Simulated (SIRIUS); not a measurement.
# CuO (Tenorite) (Cc) in SIRIUS: equation of state

Aim: energy against volume of CuO (Tenorite) in PBE, for its equilibrium volume and stiffness.

Everything below comes from runs of SIRIUS 7.12.0. Logs are shortened: lines on timing, memory, paths and dates and some standing lists are left out, and cuts for length are marked. The log counts tension as positive stress, the text compression.

## Step 1: The crystal as given

Symmetry: Cc, No. 9, monoclinic system. The conventional cell has a = 4.689 Å, b = 3.427 Å, c = 5.132 Å, α = 90.00°, β = 99.65°, γ = 90.00°. Cu (site symmetry 1) has 4 O at 1.91 to 2.02 Å as nearest neighbours. Around O (site symmetry 1) lie 4 Cu at 1.91 to 2.02 Å.

## Step 2: Single point, PBE, 9.55 Å³/atom (volume scaled by 0.94)

The input, sirius.json:

```json
{
  "control": {
    "processing_unit": "cpu",
    "verbosity": 2,
    "num_bands_to_print": 35,
    "print_forces": true,
    "print_stress": true
  },
  "parameters": {
    "electronic_structure_method": "pseudopotential",
    "xc_functionals": ["XC_GGA_X_PBE", "XC_GGA_C_PBE"],
    "gk_cutoff": 9.6,
    "pw_cutoff": 19.2,
    "ngridk": [10, 10, 5],
    "shiftk": [0, 0, 0],
    "smearing": "fermi_dirac",
    "smearing_width": 0.0018374661,
    "num_bands": 35,
    "num_mag_dims": 0,
    "num_dft_iter": 100,
    "energy_tol": 1e-08,
    "density_tol": 1e-06
  },
  "iterative_solver": {
    "type": "davidson",
    "min_tolerance": 1e-10
  },
  "mixer": {
    "type": "anderson",
    "beta": 0.7,
    "max_history": 8
  },
  "settings": {
    "tol_ne": 1e-10,
    "pseudo_grid_cutoff": 6.5
  },
  "unit_cell": {
    "lattice_vectors": [
      [4.340297583641, -3.17175948646, 0.0],
      [4.340297583641, 3.17175948646, 0.0],
      [-1.593014730664, 0.0, 9.365772951074]
    ],
    "atom_coordinate_units": "lattice",
    "atom_types": ["Cu", "O"],
    "atom_files": {
      "Cu": "Cu.json",
      "O": "O.json"
    },
    "atoms": {
      "Cu": [
        [0.4968, 0.0032, 0.5],
        [0.0032, 0.4968, 0.0]
      ],
      "O": [
        [0.4056, 0.5714, 0.7537],
        [0.5714, 0.4056, 0.2537]
      ]
    }
  }
}
```

Potentials or basis: PseudoDojo 0.4.1 PBE standard (scalar relativistic).

Run with:

```sh
$ upf_to_json Cu.upf
$ upf_to_json O.upf
$ OMP_NUM_THREADS=4 sirius.scf --input=sirius.json --output=out.json --task=0
```

Output:

```text
[info] SIRIUS version : 7.12.0
[info] number of MPI ranks           : 1
[info] MPI grid                      : 1 1
[info] maximum number of OMP threads : 4
[fft] FFT context for density and potential
[fft] =====================================
[fft]   comm size                             : 1
[fft]   plane wave cutoff                     : 19.2
[fft]   grid size                             : 36 36 64   total : 82944
[fft]   grid limits                           : -17 18   -17 18   -31 32
[fft]   number of G-vectors within the cutoff : 15419
[fft]   local number of G-vectors             : 15419
[fft]   number of G-shells                    : 8012
[fft] FFT context for coarse grid
[fft] =====================================
[fft]   comm size                             : 1
[fft]   plane wave cutoff                     : 19.2
[fft]   grid size                             : 36 36 64   total : 82944
[fft]   grid limits                           : -17 18   -17 18   -31 32
[fft]   number of G-vectors within the cutoff : 15419
[fft]   local number of G-vectors             : 15419
[fft]   number of G-shells                    : 8012
[unit cell] lattice vectors
[unit cell]   a1 :       4.3402975836     -3.1717594865      0.0000000000
[unit cell]   a2 :       4.3402975836      3.1717594865      0.0000000000
[unit cell]   a3 :      -1.5930147307      0.0000000000      9.3657729511
[unit cell] reciprocal lattice vectors
[unit cell]   b1 :       0.7238196444     -0.9904889280      0.1231137421
[unit cell]   b2 :       0.7238196444      0.9904889280      0.1231137421
[unit cell]   b3 :      -0.0000000000      0.0000000000      0.6708667122
[unit cell] unit cell volume :       257.86557953 [a.u.^3]
[unit cell] 1/sqrt(omega)    :         0.06227351
[unit cell] MT volume        :         0.00000000 ( 0.00%)
[unit cell] IT volume        :       257.86557953 (100.00%)
[unit cell] number of atom types : 2
[unit cell] type id : 0 symbol : Cu mt_radius :  14.910000 num_atoms : 2
[unit cell] type id : 1 symbol :  O mt_radius :   9.350000 num_atoms : 2
[unit cell] total number of atoms : 4
[unit cell] number of symmetry classes : 2
[unit cell] number of PAW atoms : 0
[unit cell] atom id  type id  class id             position                      vector_field
[unit cell] ------------------------------------------------------------------------------------------
[unit cell]      0        0        0      0.49680   0.00320   0.50000      0.00000   0.00000   0.00000
[unit cell]      1        0        0      0.00320   0.49680   0.00000      0.00000   0.00000   0.00000
[unit cell]      2        1        1      0.40560   0.57140   0.75370      0.00000   0.00000   0.00000
[unit cell]      3        1        1      0.57140   0.40560   0.25370      0.00000   0.00000   0.00000
[unit cell] atom id         position (Cartesian, a.u.)
[unit cell] ---------------------------------------------
[unit cell]      0       1.373641   -1.565580    4.682886
[unit cell]      1       2.170149    1.565580    0.000000
[unit cell]      2       3.039816    0.525878    7.058983
[unit cell]      3       3.836323   -0.525878    2.376097
[unit cell] class id : 0 atom id : 0 1
[unit cell] class id : 1 atom id : 2 3
[unit cell] minimum bond length:     3.530873
[unit cell] total number of pseudo wave-functions: 28
[sym] space group number   : 9
[sym] international symbol : Cc
[sym] Hall symbol          : C -2yc
[sym] space group transformation matrix :
[... 302 lines left out ...]
[diagonalize] ik:  137   -3.634140   -3.634125   -2.075882   -2.075518   -2.074055   -2.073912   -2.058890   -2.058614   -0.215277   -0.197760    0.238709    0.265136    0.285577    0.303216    0.314371    0.355190    0.395502    0.409514    0.412505    0.419939    0.430237    0.434231    0.443598    0.449078    0.483623    0.522942    0.688604    0.735026    0.883006    0.906527    0.938361    1.034039    1.135705    1.154101    1.174607
[diagonalize] ik:  138   -3.634143   -3.634127   -2.075701   -2.075646   -2.074067   -2.073907   -2.058746   -2.058714   -0.218906   -0.199999    0.240083    0.264864    0.297597    0.316035    0.334158    0.339776    0.399283    0.399544    0.411271    0.415502    0.427089    0.434711    0.443838    0.447327    0.485115    0.513204    0.682271    0.722933    0.902472    0.966599    0.968516    1.017113    1.107739    1.120950    1.156012
[diagonalize] ik:  139   -3.634151   -3.634136   -2.075682   -2.075513   -2.074068   -2.073914   -2.058746   -2.058620   -0.222721   -0.203614    0.237580    0.275041    0.296640    0.312669    0.327794    0.351182    0.395899    0.404156    0.411473    0.416651    0.426681    0.435208    0.442996    0.447360    0.489905    0.518448    0.669895    0.715878    0.904868    0.962926    0.977806    1.026746    1.120371    1.139318    1.189612
[diagonalize] ik:  140   -3.634160   -3.634145   -2.075539   -2.075495   -2.074072   -2.073919   -2.058640   -2.058619   -0.227497   -0.208139    0.236845    0.281284    0.300820    0.312179    0.346451    0.349201    0.395409    0.396878    0.413205    0.416659    0.422955    0.432274    0.444723    0.446976    0.506142    0.516246    0.651880    0.697287    0.907483    0.993073    1.030006    1.046172    1.096898    1.112582    1.233430
[find] Charges and magnetic moments
[find] --------------------------------------------------------------------------------
[find] total charge          : 50.000000
[find] Energy
[find] --------------------------------------------------------------------------------
[find] valence_eval_sum               :     -28.90898050
[find] <rho|V^{XC}>                   :     -57.58665059
[find] <rho|E^{XC}>                   :     -55.01168887
[find] <mag|B^{XC}>                   :       0.00000000
[find] <rho|V^{H}>                    :     264.77368627
[find] one-electron contribution      :    -236.09601618 (Ha),    -472.19203236 (Ry)
[find] hartree contribution           :     132.38684313
[find] xc contribution                :     -55.01168887
[find] ewald contribution             :    -253.48378406
[find] PAW contribution               :       0.00000000
[find] smearing (-TS)                 :      -0.00068245
[find] SCF correction                 :       0.00000354
[find] Total energy                   :    -412.20464245 (Ha),    -824.40928489 (Ry)
[find] Free energy (E-TS)             :    -412.20532489 (Ha),    -824.41064979 (Ry)
[find] band gap (eV)                  :       0.00000000
[find] Efermi                         :       0.50915902
[find] iteration : 12, RMS (target) : 4.6839e-07 (1.0000e-06) , energy difference (target) : -1.6678e-10 (1.0000e-08)
[find] bands are converged : true
[find] iterative solver converged : false
[find] converged after 13 SCF iterations!
[find] Charges and magnetic moments
[find] --------------------------------------------------------------------------------
[find] total charge          : 50.000000
[find] Energy
[find] --------------------------------------------------------------------------------
[find] valence_eval_sum               :     -28.90898050
[find] <rho|V^{XC}>                   :     -57.58665059
[find] <rho|E^{XC}>                   :     -55.01168887
[find] <mag|B^{XC}>                   :       0.00000000
[find] <rho|V^{H}>                    :     264.77368627
[find] one-electron contribution      :    -236.09601618 (Ha),    -472.19203236 (Ry)
[find] hartree contribution           :     132.38684313
[find] xc contribution                :     -55.01168887
[find] ewald contribution             :    -253.48378406
[find] PAW contribution               :       0.00000000
[find] smearing (-TS)                 :      -0.00068245
[find] SCF correction                 :       0.00000354
[find] Total energy                   :    -412.20464245 (Ha),    -824.40928489 (Ry)
[find] Free energy (E-TS)             :    -412.20532489 (Ha),    -824.41064979 (Ry)
[find] band gap (eV)                  :       0.00000000
[find] Efermi                         :       0.50915902
[ground_state] === stress tensor components [kbar] ===
[ground_state] === stress_kin ===
[ground_state] -149258.215074    0.000000 -567.567572
[ground_state]     0.000000-150796.496214    0.000000
[ground_state]  -567.567572    0.000000-148656.724547
[ground_state] === stress_har ===
[ground_state] -53963.622352    0.000000 3237.244145
[ground_state]     0.000000-42475.267794    0.000000
[ground_state]  3237.244145    0.000000-54607.049927
[ground_state] === stress_ewald ===
[ground_state] 90739.097824    0.000000 5758.744290
[ground_state]     0.000000109496.958770    0.000000
[ground_state]  5758.744290    0.00000088974.680293
[ground_state] === stress_vloc ===
[ground_state] 32486.063070    0.000000-8649.055785
[ground_state]     0.000000 3107.374643    0.000000
[ground_state] -8649.055785    0.00000034583.918591
[ground_state] === stress_xc ===
[ground_state]  3706.975073    0.000000    7.220034
[ground_state]     0.000000 3723.137402    0.000000
[ground_state]     7.220034    0.000000 3703.392767
[ground_state] === stress_core ===
[ground_state] 14766.246472    0.000000    1.757992
[ground_state]     0.00000014768.575570    0.000000
[ground_state]     1.757992    0.00000014767.498877
[ground_state] === stress_nonloc ===
[ground_state] 61333.002050    0.000000  247.561593
[ground_state]     0.00000062005.546596    0.000000
[ground_state]   247.561593    0.00000061031.214698
[ground_state] === stress_us_nl ===
[ground_state] 61333.002050    0.000000  247.561593
[ground_state]     0.00000062005.546596    0.000000
[ground_state]   247.561593    0.00000061031.214698
[ground_state] === stress_total ===
[ground_state]  -190.452937    0.000000   35.904695
[ground_state]     0.000000 -170.171027    0.000000
[ground_state]    35.904695    0.000000 -203.069248
[ground_state] ==== total Forces in Ha/bohr =====
[ground_state] atom:    0, force:      -0.0152847     -0.0090194      0.0061096
[ground_state] atom:    1, force:      -0.0152847      0.0090194      0.0061096
[ground_state] atom:    2, force:       0.0152840     -0.0022131     -0.0061081
[ground_state] atom:    3, force:       0.0152840      0.0022131     -0.0061081
[ground_state] ==== ultrasoft contribution from Qij =====
[ground_state] atom:    0, force:       0.0000000      0.0000000      0.0000000
[ground_state] atom:    1, force:       0.0000000      0.0000000      0.0000000
[ground_state] atom:    2, force:       0.0000000      0.0000000      0.0000000
[ground_state] atom:    3, force:       0.0000000      0.0000000      0.0000000
[ground_state] ==== non-local contribution from Beta-projector =====
[ground_state] atom:    0, force:      -0.0329702     -0.0313165      0.0178745
[ground_state] atom:    1, force:      -0.0329702      0.0313165      0.0178745
[ground_state] atom:    2, force:      -0.0201407     -0.1444958      0.0169950
[ground_state] atom:    3, force:      -0.0201407      0.1444958      0.0169950
[ground_state] ==== contribution from local potential =====
[ground_state] atom:    0, force:       0.5926924      0.5877470     -0.2885969
[ground_state] atom:    1, force:       0.5926924     -0.5877470     -0.2885969
[ground_state] atom:    2, force:      -0.5411346     -1.5961925      0.2550475
[ground_state] atom:    3, force:      -0.5411346      1.5961925      0.2550475
[ground_state] ==== contribution from core density =====
[ground_state] atom:    0, force:       0.0013648      0.0015724     -0.0008875
[ground_state] atom:    1, force:       0.0013648     -0.0015724     -0.0008875
[ground_state] atom:    2, force:       0.0001876      0.0047155     -0.0004311
[ground_state] atom:    3, force:       0.0001876     -0.0047155     -0.0004311
[ground_state] ==== Ewald forces from ions =====
[ground_state] atom:    0, force:      -0.5763716     -0.5670223      0.2777196
[ground_state] atom:    1, force:      -0.5763716      0.5670223      0.2777196
[ground_state] atom:    2, force:       0.5763716      1.7337597     -0.2777196
[ground_state] atom:    3, force:       0.5763716     -1.7337597     -0.2777196
[~DFT_ground_state] local op. applied: 140443
[~DFT_ground_state] evp. work count: 16388.2
[~DFT_ground_state] number of iterative solver steps: 4047
```

It took 1.8 min on 4 threads of Intel Xeon at 2.60GHz (Ice Lake), shared host; peak memory 1.5 GiB.

Results:

| Item | Value |
| --- | --- |
| Free energy | -11216.6783 eV |
| Pressure | 18.8 GPa |
| Largest force | 0.965 eV/Å |
| Band gap on the k mesh | none (metal or under the smearing width) |

Caveat: the run has no spin polarisation, though such a crystal can be magnetic; semilocal functionals often make such compounds metallic where correlation or magnetic order opens a gap, which also shifts bond lengths.

## Step 3: Single point, PBE, 9.76 Å³/atom (volume scaled by 0.96)

sirius.json: that of step 2 with these lines changed.

```diff
@@ -38,5 +38,5 @@
     "lattice_vectors": [
-      [4.340297583641, -3.17175948646, 0.0],
-      [4.340297583641, 3.17175948646, 0.0],
-      [-1.593014730664, 0.0, 9.365772951074]
+      [4.370864066601, -3.194096556833, 0.0],
+      [4.370864066601, 3.194096556833, 0.0],
+      [-1.604233514046, 0.0, 9.431731271804]
     ],
```

Potentials or basis: PseudoDojo 0.4.1 PBE standard (scalar relativistic).

Run with:

```sh
$ upf_to_json Cu.upf
$ upf_to_json O.upf
$ OMP_NUM_THREADS=4 sirius.scf --input=sirius.json --output=out.json --task=0
```

Run time: 1.8 min. Hardware: 4 threads of Intel Xeon at 2.60GHz (Ice Lake), shared host; peak memory 1.6 GiB.

The run converged. Its results:

```yaml
Free_energy: -11216.7610 eV
Pressure: 13.9 GPa
Largest_force: 0.893 eV/Å
Band_gap_on_the_k_mesh: none (metal or under the smearing width)
```

Caveat: the run has no spin polarisation, though such a crystal can be magnetic; semilocal functionals often make such compounds metallic where correlation or magnetic order opens a gap, which also shifts bond lengths.

(Continued in part 2 of 2.)
